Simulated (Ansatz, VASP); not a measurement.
# Cross-check of Ga37N35 (Ga_N) between VASP and Ansatz, part 2 of 2

One calculation is typed for both programs; each brings its own data sets. How far apart do they land? The cell is taken from a series of runs on this material, whose earlier steps may have relaxed, scaled, displaced or heated it; both programs get it as it stands.

VASP 6.6.1 and Ansatz 0.2.0.

So far. Step 2 (VASP: single point, r2SCAN): The run ends at a pressure of 0.86 GPa, with forces up to 0.40 eV/Å.

### Step 3. Ansatz: single point, r2SCAN

Level of this step: Ansatz beside VASP: Kohn-Sham DFT, plane waves, r2SCAN (Ansatz).

Ansatz runs on its default PAW (the set named soft_2) files.

The same cell, functional and mesh now go to Ansatz.

input.yaml reads:

```yaml
crystal:
  checkpoint: "../qp2.relax.run"
  host: checkpoint
total_charge: 2
basis:
  ecutwfc: 500
  xc_grid: 2
hamiltonian:
  xc: r2scan
kpoints:
  mp_grid: { grid: [2, 2, 2], shift: [0.5, 0.5, 0.5] }
scf:
  occupations: { method: fixed }
  max_iter: 100
output:
  forces: true
  charged_corrections:
    epsilon: [5.84, 5.84, 6.02]
    static_epsilon: [10.1, 10.1, 11.18]
    defect_position: [0.555556, 0.444444, 0.437946]
  eigenvalues: true
  eigenstates: { localisation: true }
checkpoint:
  read: "../qp2.relax.run"
  write: "../qp2.semi.run"
  compress: false
  write_wavefunctions: false
  write_every: 100000
```

Started as:

```bash
ansatz run input.yaml --threads 32 --pin off --max-ram 84787MiB --backend cuda --events-out ev --progress --plain --runs-dir out --max-vram 78GiB
```

Numbers of over 12 decimals in the logs are rounded to 6 here.

The log of the run:

```text
crystal.checkpoint: the structure is that of <dir>, a `relax` run, at its step 9: its result, under r2scan at a charge of 2 e; 72 atoms read, 0 with a starting moment; crystal.structure_sha256 for this input is
Engine: ansatz 0.2.0, aarch64-unknown-linux-gnu
Pseudopotentials: kind: paw
Pseudopotential: Ga, paw, valence charge 13, recommended cutoff 500 eV (meta_gga), Ga.paw.azcp
Pseudopotential: N, paw, valence charge 5, recommended cutoff 500 eV (meta_gga), N.paw.azcp
Functional definition: r2SCAN
  parameter k0 = 0.174
  parameter k1 = 0.065
  parameter a1 = 4.9479
  exchange = r2scan_x(k0 = k0, k1 = k1, a1 = a1)
  correlation = r2scan_c
device memory: the entry about to start is reckoned to put 14.7 GiB on a device that reports 163.6 GiB free (of which the cap on the GPU budget leaves the run 78.0 GiB)
GPU FFT provider: cuFFT
GPU libraries: cuBLAS 13.8.1, cuFFT 12.4.0, cuSOLVER 12.3.2
GPU matrix products: emulated (plane waves: as basis.precision tells), large ones in fixed point in workspaces of 1.00 GiB
Crystal: 72 atoms, lattice volume = 818.710 Å³
Basis set: ecut = 500 eV, 20899 PW (Γ), exchange–correlation on 144×144×160 points (8 copies of the dense FFT grid, shifted against one another)
Bands: 399, of which v1, the nominal top of the filled ones, is band 327 counted from 1 (326 counted from 0)
Symmetry: 1 space group operations
Space group: P1 (ITA 1), of the structure as read, at distance tolerance 9.4e-5 Å
k-points: 4 of 8 (time reversal used)
Non-local potential: Ga, projectors of the file, l = 0: 2, l = 1: 2, l = 2: 3, l = 3: 1
Non-local potential: N, projectors of the file, l = 0: 2, l = 1: 2, l = 2: 1
PAW form: soft (Blöchl's): semilocal exchange-correlation on the pseudo side does not see the compensation charge
PAW frozen core: Ga, regenerated for the run's functional (the file was generated under x = pbe(κ = 0.804, μ = 0.219515), c = pbe(β = 0.066725))
PAW frozen core: N, regenerated for the run's functional (the file was generated under x = pbe(κ = 0.804, μ = 0.219515), c = pbe(β = 0.066725))
PAW one-centre angular grid: Ga, 590 points (default); XC on 160 Gauss nodes
PAW one-centre angular grid: N, 302 points (default); XC on 160 Gauss nodes
Initial density: read from a saved state, or passed on in memory by an earlier SCF of this step, an earlier step, the calling program or the single point that the run made first
Stability of the state it starts from, as read at its close in the unpolarized treatment: not read negative (Ritz values of 1 − χ₀K, real part plus size of imaginary part, from 1.1 to 2.5, by its mixing steps under no symmetry)
Initial wavefunctions: pseudopotential atomic-orbital guess — the wavefunctions supplied were not used: k-point sampling differs
GPU buffer pool allocated for 414720 grid points (all kernels)
GPU transforms: local potential: pruned to the plane-wave sphere, on 72×72×75; band sums: pruned to the plane-wave sphere, on 72×72×80
Functional: x = r2scan, c = r2scan; τ floored in thin density (d = 2e-4 eV/Å³)
iter 1 solved again at ethr=3.79e-5 eV; its pass at ethr=3.10e-3 eV (dr2=2.48e-1 eV) is discarded
SCF iter   1: F=—  HF=-153769.999843 eV  |Δ(HF+E_count)|=         —  Δρ=4.13e-3  dr2=2.46e-1  dr2_τ=5.23e-3  Hψ=7404
preconditioner: auto → Resta (q_TF=auto, 2.628 Å⁻¹)  ε∞=4.6  [insulator: Δε(μ)=0.308 eV  Ē_g=17.458 eV  n_scr=236 (ndim 8)  ℏωp=33.2 eV  f_vac=0.009  ε∞_Penn≈4.6]
SCF iter   2: F=—  HF=-153769.965390 eV  |Δ(HF+E_count)|=   3.45e-2  Δρ=1.72e-3  dr2=1.65e-2  dr2_τ=3.82e-3  Hψ=1772
SCF iter   3: F=—  HF=-153769.966179 eV  |Δ(HF+E_count)|=   7.89e-4  Δρ=8.44e-4  dr2=5.26e-3  dr2_τ=2.50e-4  Hψ=2644
SCF iter   4: F=—  HF=-153769.964219 eV  |Δ(HF+E_count)|=   1.96e-3  Δρ=2.15e-4  dr2=3.73e-4  dr2_τ=3.46e-5  Hψ=2504
SCF iter   5: F=—  HF=-153769.964282 eV  |Δ(HF+E_count)|=   6.28e-5  Δρ=8.20e-5  dr2=5.61e-5  dr2_τ=5.93e-6  Hψ=2636
SCF iter   6: F=—  HF=-153769.966063 eV  |Δ(HF+E_count)|=   1.78e-3  Δρ=3.44e-5  dr2=8.69e-6  dr2_τ=7.57e-7  Hψ=2904
SCF iter   7: F=—  HF=-153769.966065 eV  |Δ(HF+E_count)|=   1.68e-6  Δρ=1.23e-5  dr2=1.20e-6  dr2_τ=1.23e-7  Hψ=2636
SCF iter   8: F=—  HF=-153769.966065 eV  |Δ(HF+E_count)|=   2.19e-7  Δρ=4.73e-6  dr2=1.75e-7  dr2_τ=1.64e-8  Hψ=2636
SCF iter   9: F=-153769.966065 eV  HF=-153769.966065 eV  |Δ(HF+E_count)|=   2.85e-9  Δρ=1.58e-6  dr2=1.63e-8  dr2_τ=1.17e-9  Hψ=8459
SCF 1 converged in 9 iterations: F = -153769.966065 eV  dr2 = 1.63e-8
  greatest PAW one-centre occupation: 0.995 electrons in one spin orbital (limit 2), on the Ga atom at site 17 (counted from 0), in its partial waves of l = 2
SCF converged after 9 iterations
Free energy (F): -153769.966065 eV
Harris-Foulkes:  -153769.966065 eV  (|F-HF|=1.05e-9)
Internal energy: -153769.966065 eV  (E = F + TS)
E sigma→0 (E₀):  -153769.966065 eV
Fermi energy:    10.975645 eV
--- Per-component energies (eV) ---
  E_band       = -481.214299
  E_kinetic    = 8871.142879
  E_local      = -71620.061763  (includes V_loc(G=0)·N_el)
  E_nonlocal   = 17519.121068
  E_hartree    = 33129.116278
  E_xc         = -4375.644570
  E_vxc        = -5129.837155  (∫ρ·V_xc dr)
  E_paw        = -78800.812533  (= ΣΔE_a)
  E_vpaw       = -16659.531607  (= ΣTr[D̂ρ^β])
  E_aug_tail   = -0.000886  (compensation charges beyond the density's cutoff)
  E_vtau       = 279.714552  (kinetic-family band-sum trace: ∫τ·v_τ [+ j·A + Jᵃ·Aᵃ] dr)
  E_ewald      = -58467.628193
  E_core_change = -25.198345  (= ΣΔE_core)
  E_smearing   = -0.000000  (= −TS)
  E_closure    = -0.000000  (closes the sum)
  E_deformation_potential = 36.623030  (in the stress; not in F)
  Σ components = -153769.966065   (vs F -153769.966065, Δ=0.00e0)
--- Forces (eV/Å), atoms counted from 1 ---
  atom   1  Ga     0.04916993     0.03171599    -0.19263473
  atom   2  Ga    -0.10042271     0.07602713     0.05813867
  atom   3  N      0.02076923     0.15361944    -0.00337462
  atom   4  N     -0.01066752    -0.01214592     0.03897372
  atom   5  Ga    -0.02411711     0.00951328     0.06273000
  atom   6  Ga     0.01920363     0.00325620    -0.00595812
  [... 66 more lines of this table ...]
  max |Σ_I F_I| component: 1.45e-3 eV/Å
--- Charged-cell corrections in eV (Makov–Payne, q = +2.000 e, ε = [5.840, 5.840, 6.020] of the electrons, [10.100, 10.100, 11.180] with the ions) ---
  F (periodic)     = -153769.966065  (uncorrected; the corrections below are reported, never added to it)
  E_corr1          = +1.482822  (monopole, q²α_M/2ε̄L, of the cell on which ε is isotropic)
  F Makov-Payne    = n/a  (the rows are of the electrons' constant alone; ansatz place-levels tells what screens the charge)
  no potential alignment in this run, which stands beside a crystal: run the host's input off ansatz write-host-input, and read the two finished runs by ansatz place-levels (neither reads a slab, a wire or a sheet, whose cell leaves a vacuum)
--- Band table (eV) ---
  k-point 0: bands = ["-7.0221", "-6.8483", "-6.7913", "-6.7341", "-6.5975", "-6.5292", "-6.4708", "-6.4661", "-6.3981", "-6.3484", "-6.3310", "-6.3082", "-6.2852", "-6.2687", "-6.2323", "-6.1962", "-
  k-point 1: bands = ["-7.0186", "-6.8617", "-6.8010", "-6.6998", "-6.6057", "-6.5337", "-6.4938", "-6.4443", "-6.3996", "-6.3458", "-6.3398", "-6.3108", "-6.2747", "-6.2626", "-6.2361", "-6.2127", "-
  k-point 2: bands = ["-7.1316", "-6.8467", "-6.7525", "-6.6251", "-6.5830", "-6.5190", "-6.4829", "-6.4360", "-6.3958", "-6.3770", "-6.3389", "-6.3007", "-6.2738", "-6.2652", "-6.2395", "-6.2365", "-
  k-point 3: bands = ["-7.1326", "-6.8400", "-6.7551", "-6.6307", "-6.5838", "-6.5252", "-6.4640", "-6.4439", "-6.4072", "-6.3774", "-6.3217", "-6.3061", "-6.2717", "-6.2642", "-6.2442", "-6.2234", "-
```

### Step 4. Side by side

Known differences besides the potentials themselves: VASP keeps PBE cores, Ansatz makes them for the functional; fixed occupations in Ansatz, narrow Gaussian smearing in VASP; the cutoff is 500 eV in Ansatz and 580 eV in VASP (PREC = Accurate, projectors in real space). Total energies have different zeros and are not compared.

The two programs side by side:

```
              quantity  Ansatz   VASP  difference
gap on the k mesh (eV)   0.302  0.301      +0.001
```

Forces on 7 of the 72 atoms, those with the largest forces and the largest differences (eV/Å; atoms numbered as in POSCAR):

```
atom          Ansatz x, y, z            VASP x, y, z
Ga10    0.176, -0.086, 0.122    0.189, -0.102, 0.138
Ga14    0.206, -0.133, 0.159    0.214, -0.083, 0.161
Ga17    0.059, -0.036, 0.370    0.071, -0.032, 0.395
Ga18    0.172, -0.047, 0.076    0.219, -0.076, 0.060
Ga19  -0.156, -0.005, -0.336  -0.176, -0.013, -0.343
Ga31    0.170, -0.084, 0.271    0.154, -0.109, 0.259
 N51  -0.020, -0.117, -0.166  -0.020, -0.156, -0.161
```

The forces differ by 11 meV/Å r.m.s., which is 14.5 % of the r.m.s. force of 0.072 eV/Å (both taken over all components). A gap on the mesh is an upper bound, since the band edges may lie between its points. The cell carries a charge of +2 e against a uniform background, so its pressure also hangs on how the neutralising background is counted, and in a defect's cell a gap may be the spacing between its levels.

### Step 5. What came out

```json
{
 "r.m.s. force difference (single point, r2SCAN)": "11 meV/Å"
}
```

What this shows: The r.m.s. force difference is 11 meV/Å (single point, r2SCAN), within the 12 meV/Å picked in this series as the mark of a large difference. Such differences can come from data sets, numerical settings and the points named under the comparisons, not from the functional's error against experiment.

[Lines on the potential files, build, host, timing and source positions are cut from VASP's logs without a mark.]

[Logs are printed without paths, hosts, clocks, repeated set-up lines and the standing remarks that a program may print on its own settings, such as how far it seeks lower states.]

[Hosts, paths, dates, database ids (printed as entryN), source tags and the programs' standing remarks are cut or masked in the printed files.]
